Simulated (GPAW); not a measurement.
Set up this calculation in GPAW 26.7.0, as an ASE script.

```yaml
Task: single point
Functional: PBE
Potentials_or_basis: GPAW PAW data sets (gpaw-data 1.2.1)
Cutoff: 600 eV
Basis: pw
k_mesh: 12 × 12 × 11
Occupations: gaussian, width 0.021 eV
Spin: no spin polarisation
Maxiter: 150
```

The structure of Si lies in POSCAR:

```
Si
1.0
    2.6205428149      0.0000000000      0.0000000000
   -1.3102714075      2.2694566494      0.0000000000
    0.0000000000      0.0000000000      2.4663543900
Si
1
Direct
    0.0000000000      0.0000000000      0.0000000000
```

This isn't the form of Si at room conditions, which is diamond.

One way to write it, as run:

run.py

```python
from ase.dft.bandgap import bandgap
from ase.io import read, write
from ase.units import Bohr, GPa
from gpaw import GPAW, PW
from gpaw.elf import elf_from_dft_calculation

atoms = read('POSCAR')

calc = GPAW(mode=PW(600),
            xc='PBE',
            kpts={'size': (12, 12, 11), 'gamma': True},
            occupations={'name': 'methfessel-paxton', 'order': 0, 'width': 0.020999999999999998},
            nbands=8,
            convergence={'density': 1e-05, 'energy': 1e-05},
            maxiter=150,
            txt='gpaw.txt')
atoms.calc = calc
energy = atoms.get_potential_energy()
forces = atoms.get_forces()
stress = atoms.get_stress()
calc.write('gs.gpw')
write('result.traj', atoms)
print(f'Energy: {energy:.6f} eV')
print('Forces (eV/A):')
print(forces.round(4))
print('Stress (GPa):', (stress / GPa).round(3))
print('Fermi level:', round(calc.get_fermi_level(), 4), 'eV')
print(f'Gap: {bandgap(calc)[0]:.4f} eV, direct: {bandgap(calc, direct=True)[0]:.4f} eV')

# fields on the real-space grid
write('density.cube', atoms, data=calc.get_pseudo_density() * Bohr**3)
write('potential.cube', atoms, data=calc.get_electrostatic_potential())
write('elf.cube', atoms, data=elf_from_dft_calculation(calc).data)
```

Potentials or basis: GPAW PAW data sets (gpaw-data 1.2.1), pw.

Launch:

```sh
$ OMP_NUM_THREADS=1 python run.py
```

Results of the run:

```json
{"Pressure": "3.6 GPa", "Band gap on the k mesh": "none (metal or under the smearing width)"}
```

Wall time 6.3 s on 1 thread of Arm Neoverse V2, with other jobs on the host, peak memory 0.13 GiB.
